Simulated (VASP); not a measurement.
# Sr (P6_3/mmc) in VASP: notebook

Aim: see how the results for Sr move with the level of theory and the settings. Levels: optPBE-vdW, r2SCAN, rSCAN. Tasks: band structure, core levels, density of states.

Everything below comes from runs of VASP 6.6.1. Logs are shortened: lines on timing, memory, paths and dates and some standing lists are left out, and cuts for length are marked.

## Step 1: The crystal as given

Symmetry: P6_3/mmc, No. 194, hexagonal system. The conventional cell has a = 4.310 Å, b = 4.310 Å, c = 7.050 Å, α = 90.00°, β = 90.00°, γ = 120.00°. Around Sr (site symmetry -6m2) lie 12 Sr at 4.31 Å.

This isn't the form of Sr at room conditions, which is fcc.

## Step 2: Band structure, optPBE-vdW (volume scaled by 0.92)

The input, run.py:

```python
from ase.calculators.vasp import Vasp
from ase.dft.bandgap import bandgap
from ase.io import read

atoms = read('Sr.xyz')
calc = Vasp(
    directory='calc',
    xc='optpbe-vdw',
    pp='PBE',
    setups='materialsproject',
    prec='Accurate',
    encut=520,
    ediff=1e-07,
    ismear=0,
    sigma=0.1,
    lreal=False,
    lasph=True,
    nelm=60,
    algo='Fast',
    isif=2,
    lwave=False,
    lcharg=True,
    kpts=[5, 5, 3],
    gamma=True,
    nbands=17,
)
atoms.calc = calc

print('energy (eV):', atoms.get_potential_energy())
print('free energy (eV):', atoms.get_potential_energy(force_consistent=True))
efermi = calc.get_fermi_level()
print('Fermi level (eV):', efermi)
path = atoms.cell.bandpath(npoints=40, eps=1e-4)
print('path:', path.path)
calc.set(kpts=path.kpts, reciprocal=True, icharg=11, isym=0, lcharg=False)
calc.calculate(atoms)
print('gap on the path (eV):', bandgap(calc, efermi=efermi)[0])
print('direct gap on the path (eV):', bandgap(calc, efermi=efermi, direct=True)[0])
```

The input, Sr.xyz:

```xyz
2
Lattice="4.1918578410 0.0000000000 0.0000000000 -2.0959289205 3.6302553794 0.0000000000 0.0000000000 0.0000000000 6.8567512248" Properties=species:S:1:pos:R:3 pbc="T T T"
Sr     2.0959289207      1.2100851263      5.1425634186
Sr    -0.0000000002      2.4201702531      1.7141878062
```

Potentials or basis: VASP PAW PBE potentials, release 64 (Sr_sv).

The run is started by

```
> python run.py
```

Output:

```text
<dir> UserWarning: vdW has been enabled, however no location for the vdw_kernel.bindat file has been specified. Set ASE_VASP_VDW environment variable to copy the vdW kernel.
  warnings.warn(
energy (eV): 1.56240182
free energy (eV): 1.55500502
Fermi level (eV): 1.76870418
path: GMKGALHA,LM,KH
gap on the path (eV): 0.0
direct gap on the path (eV): 0.0
```

OUTCAR:

```text
ENCUT = 520.000000
   EDIFF = 1.00e-07
   GGA = OR
   PREC = Accurate
   ICHARG = 11
   ISIF = 2
   ISMEAR = 0
   ISYM = 0
   NELM = 60
   LASPH = .TRUE.
   LREAL = .FALSE.

 ion  position               nearest neighbor table
   1  0.667  0.333  0.750-   2 4.20   2 4.20   2 4.20   2 4.20   2 4.20   2 4.20
   2  0.333  0.667  0.250-   1 4.20   1 4.20   1 4.20   1 4.20   1 4.20   1 4.20

IMPORTANT INFORMATION: All symmetrisations will be switched off!
NOSYMM: (Re-)initialisation of all symmetry stuff for point group C_1.

----------------------------------------------------------------------------------------

                                     Primitive cell

  volume of cell :     104.3427

  direct lattice vectors                    reciprocal lattice vectors
     4.191857841  0.000000000  0.000000000     0.238557708  0.137731357  0.000000000
    -2.095928921  3.630255379  0.000000000     0.000000000  0.275462714  0.000000000
     0.000000000  0.000000000  6.856751225     0.000000000  0.000000000  0.145841663

  length of vectors
     4.191857841  4.191857841  6.856751225     0.275462714  0.275462714  0.145841663

  position of ions in fractional coordinates (direct lattice)
     0.666666667  0.333333333  0.750000000
     0.333333333  0.666666667  0.250000000

  ion indices of the primitive-cell ions
   primitive index   ion index
                 1           1
                 2           2

----------------------------------------------------------------------------------------

 KPOINTS: KPOINTS created by Atomic Simulation Env

Read explicit list of k-points.

 Found     40 k-points:

 Following reciprocal coordinates:
            Coordinates               Weight
  0.000000  0.000000  0.000000      0.025000
  0.100000  0.000000  0.000000      0.025000
  0.200000  0.000000  0.000000      0.025000
  0.300000  0.000000  0.000000      0.025000
  0.400000  0.000000  0.000000      0.025000
  0.500000  0.000000  0.000000      0.025000
[... 16 lines left out ...]
  0.444444  0.111111  0.500000      0.025000
  0.388889  0.222222  0.500000      0.025000
 [... further k-points ...]
   k-points           NKPTS =     40   k-points in BZ     NKDIM =     40   number of bands    NBANDS=     17
   number of dos      NEDOS =    301   number of ions     NIONS =      2
   total plane-waves  NPLWV =  55296
   dimension x,y,z NGX =    32 NGY =   32 NGZ =   54
   dimension x,y,z NGXF=    64 NGYF=   64 NGZF=  108
   ions per type =               2
   NGX,Y,Z   is equivalent  to a cutoff of  12.69, 12.69, 13.09 a.u.
   NGXF,Y,Z  is equivalent  to a cutoff of  25.38, 25.38, 26.19 a.u.
 SYSTEM =  unknown system
   PREC   = accura    normal or accurate (medium, high low for compatibility)
   ISTART =      0    job   : 0-new  1-cont  2-samecut
   ICHARG =     11    charge: 1-file 2-atom 10-const
   ISPIN  =      1    spin polarized calculation?
   LNONCOLLINEAR =      F non collinear calculations
   LSORBIT =      F    spin-orbit coupling
   LASPH  =      T    aspherical Exc in radial PAW
   ENCUT  =  520.0 eV  38.22 Ry    6.18 a.u.   7.79  7.79 12.75*2*pi/ulx,y,z
   NELM   =     60;   NELMIN=  2; NELMDL=  0     # of ELM steps
   EDIFF  = 0.1E-06   stopping-criterion for ELM
   LREAL  =      F    real-space projection
   EDIFFG = 0.1E-05   stopping-criterion for IOM
   NSW    =      0    number of steps for IOM
   IBRION =     -1    ionic relax: 0-MD 1-quasi-New 2-CG
   NFREE  =      0    steps in history (QN), initial steepest desc. (CG)
   ISIF   =      2    stress and relaxation
   ISYM   =      0    0-nonsym 1-usesym 2-fastsym
   POTIM  = 0.5000    time-step for ionic-motion
   TEBEG  =    0.0;   TEEND  =   0.0 temperature during run
   PSTRESS=    0.0 pullay stress
   NELECT =      20.0000    total number of electrons
   NUPDOWN=      -1.0000    fix difference up-down
   EMIN   =  10.00;   EMAX   =-10.00  energy-range for DOS
   EFERMI =   0.00;   METHOD = LEGACY
   ISMEAR =     0;   SIGMA  =   0.10  broadening in eV -4-tet -1-fermi 0-gaus
   EFERMI_NEDOS =   21; number of points for ismear=-14 and -15
   IALGO  =     68    algorithm
   IMIX   =      4    mixing-type and parameters
     AMIX     =   0.40;   BMIX     =  1.00
     AMIX_MAG =   1.60;   BMIX_MAG =  1.00
  volume/ion in A,a.u.               =      52.17       352.07
  Fermi-wavevector in a.u.,A,eV,Ry     =   0.943910  1.783732 12.122341  0.890967
  Thomas-Fermi vector in A             =   2.071664
   LORBIT       =      0    0 simple, 1 ext, 2 COOP (PROOUT), +10 PAW based schemes
   GGA     = OR    functional components
   LHFCALC =     F    Hartree Fock is set to
   AEXX    =    0.0000 exact exchange contribution
   IVDW_NL    =     1    kernel type
   BPARAM     = 6.3000
   IVDW    =     0    specifies the selected vdW correction
   LEPSILON=     F    determine dielectric tensor
   LRPA    =     F    only Hartree local field effects (RPA)
 non-spin polarized calculation
 RMM-DIIS sequential band-by-band and
 Gauss-broadening in eV      SIGMA  =   0.10
  energy-cutoff  :      520.00
  volume of cell :      104.34
 maximum number of plane-waves:      2838
 NGX is ok and might be reduce to    32

 number of electron      20.0000000 magnetization

 Free energy of the ion-electron system (eV)
  ---------------------------------------------------
  ext. energy  EPLUGINS =         0.00000000
  ---------------------------------------------------
  free energy    TOTEN  =         1.32732294 eV

  energy without entropy =        1.35162577  energy(sigma->0) =        1.33947436

 E-fermi :   1.7730     XC(G=0):  -7.5296

 val. band max:        1.7718892685   @ k =   0.3000   0.0000   0.0000
 cond. band min:       1.7759666784   @ k =   0.3333   0.3333   0.3333
 fundamental gap:      0.0040774099
 Fermi energy:         1.7730345527

 k-point     1 :       0.0000    0.0000    0.0000
  band No.  band energies     occupation
      1     -34.8211      2.00000
      2     -34.8035      2.00000
      3     -16.9320      2.00000
      4     -16.7229      2.00000
      5     -16.7229      2.00000
      6     -16.6980      2.00000
[... 9 lines left out ...]
     16       4.5024      0.00000
     17       5.0314      0.00000

 k-point     2 :       0.1000    0.0000    0.0000
  band No.  band energies     occupation
      1     -34.8196      2.00000
      2     -34.8027      2.00000
      3     -16.9245      2.00000
      4     -16.7402      2.00000
      5     -16.7284      2.00000
      6     -16.7092      2.00000
[... 9 lines left out ...]
     16       4.6565      0.00000
     17       4.8268      0.00000

 k-point     3 :       0.2000    0.0000    0.0000
  band No.  band energies     occupation
      1     -34.8155      2.00000
      2     -34.8008      2.00000
      3     -16.9036      2.00000
      4     -16.7855      2.00000
      5     -16.7549      2.00000
      6     -16.7421      2.00000
[... 9 lines left out ...]
     16       4.6251      0.00000
     17       4.7484      0.00000

 k-point     4 :       0.3000    0.0000    0.0000
  band No.  band energies     occupation
      1     -34.8102      2.00000
      2     -34.7988      2.00000
      3     -16.8740      2.00000
      4     -16.8418      2.00000
      5     -16.8095      2.00000
      6     -16.7585      2.00000
[... 9 lines left out ...]
     16       5.1703      0.00000
     17       5.2889      0.00000

 k-point     5 :       0.4000    0.0000    0.0000
  band No.  band energies     occupation
      1     -34.8054      2.00000
      2     -34.7976      2.00000
      3     -16.8875      2.00000
      4     -16.8523      2.00000
      5     -16.8436      2.00000
      6     -16.7714      2.00000
[... 9 lines left out ...]
     16       5.7601      0.00000
     17       6.2087      0.00000

 k-point     6 :       0.5000    0.0000    0.0000
  band No.  band energies     occupation
      1     -34.8033      2.00000
      2     -34.7975      2.00000
      3     -16.9049      2.00000
      4     -16.8684      2.00000
      5     -16.8281      2.00000
      6     -16.7763      2.00000
[... 9 lines left out ...]
     16       6.2601      0.00000
     17       6.8580      0.00000
[... 281 lines left out ...]
 k-point    21 :       0.4167    0.0000    0.5000
  band No.  band energies     occupation
      1     -34.8012      2.00000
      2     -34.8012      2.00000
      3     -16.9074      2.00000
      4     -16.9074      2.00000
      5     -16.7590      2.00000
      6     -16.7590      2.00000
[... 9 lines left out ...]
     16       4.7953      0.00000
     17       6.1811      0.00000

 k-point    22 :       0.5000    0.0000    0.5000
  band No.  band energies     occupation
      1     -34.8004      2.00000
      2     -34.8004      2.00000
      3     -16.9178      2.00000
      4     -16.9178      2.00000
      5     -16.7584      2.00000
      6     -16.7584      2.00000
[... 9 lines left out ...]
     16       4.7977      0.00000
     17       6.3762      0.00000

 k-point    23 :       0.4444    0.1111    0.5000
  band No.  band energies     occupation
      1     -34.8000      2.00000
      2     -34.8000      2.00000
      3     -16.9112      2.00000
      4     -16.9112      2.00000
      5     -16.7769      2.00000
      6     -16.7769      2.00000
[... 9 lines left out ...]
     16       4.6879      0.00000
     17       6.3493      0.00000

 k-point    24 :       0.3889    0.2222    0.5000
  band No.  band energies     occupation
      1     -34.7993      2.00000
      2     -34.7993      2.00000
      3     -16.8939      2.00000
      4     -16.8939      2.00000
      5     -16.8102      2.00000
      6     -16.8102      2.00000
[... 9 lines left out ...]
     16       4.6003      0.00000
     17       6.2582      0.00000

 [... further k-points ...]

------------------------ aborting loop because EDIFF is reached ----------------------------------------

  FORCE on cell =-STRESS in cart. coord.  units (eV):
  Direction    XX          YY          ZZ          XY          YZ          ZX
  --------------------------------------------------------------------------------------
  -------------------------------------------------------------------------------------
  Total        0.9591469     -0.7421071      0.8248641      2.7279390      0.0001469     -0.0000931
  in kB       14.7276548    -11.3950193     12.6657489     41.8873722      0.0022560     -0.0014292
  external PRESSURE =       5.3327948 kB  Pullay stress =       0.0000000 kB

 VOLUME and BASIS-vectors are now :
 -----------------------------------------------------------------------------
  energy-cutoff  :      520.00
  volume of cell :      104.34
      direct lattice vectors                 reciprocal lattice vectors
     4.191857841  0.000000000  0.000000000     0.238557708  0.137731357  0.000000000
    -2.095928921  3.630255379  0.000000000     0.000000000  0.275462714  0.000000000
     0.000000000  0.000000000  6.856751225     0.000000000  0.000000000  0.145841663

 POSITION                                       TOTAL-FORCE (eV/Angst)
 -----------------------------------------------------------------------------------
      2.09593      1.21009      5.14256        -0.000590      0.012967     -0.000007
     -0.00000      2.42017      1.71419         0.000590     -0.012967      0.000007
 -----------------------------------------------------------------------------------
    total drift:                                0.000013     -0.000002     -0.000007

  FREE ENERGIE OF THE ION-ELECTRON SYSTEM (eV)
  ---------------------------------------------------
  free  energy   TOTEN  =         1.3273229423 eV

  energy  without entropy=        1.3516257717  energy(sigma->0) =        1.33947436

Total vdW correction in eV:      3.4277292
```

INCAR:

```text
AGGAC = 0.000000
ENCUT = 520.000000
SIGMA = 0.100000
EDIFF = 1.00e-07
ALGO = Fast
GGA = OR
PREC = Accurate
ICHARG = 11
ISIF = 2
ISMEAR = 0
ISYM = 0
NBANDS = 17
NELM = 60
LASPH = .TRUE.
LCHARG = .FALSE.
LUSE_VDW = .TRUE.
LWAVE = .FALSE.
LREAL = .FALSE.
```

Run time: 1.9 min. Hardware: 1 thread of Intel Xeon Platinum 8488C (Sapphire Rapids), shared host; peak memory 0.54 GiB.

The run converged, but some of its settings lie outside the range that counts as converged (typed here: ALGO = Fast; k = 5 × 5 × 3), so its numbers aren't taken as properties of the crystal.

Results:

| Item | Value |
| --- | --- |
| Band gap along the path | none (metal or under the smearing width) |

Caveat: the log is that of the step along the path at fixed density, whose energy, stress, charges and moments have no meaning; the PAW data sets were made with another functional, which shifts forces and pressure a little.

(Part 1 of 2 ends here.)
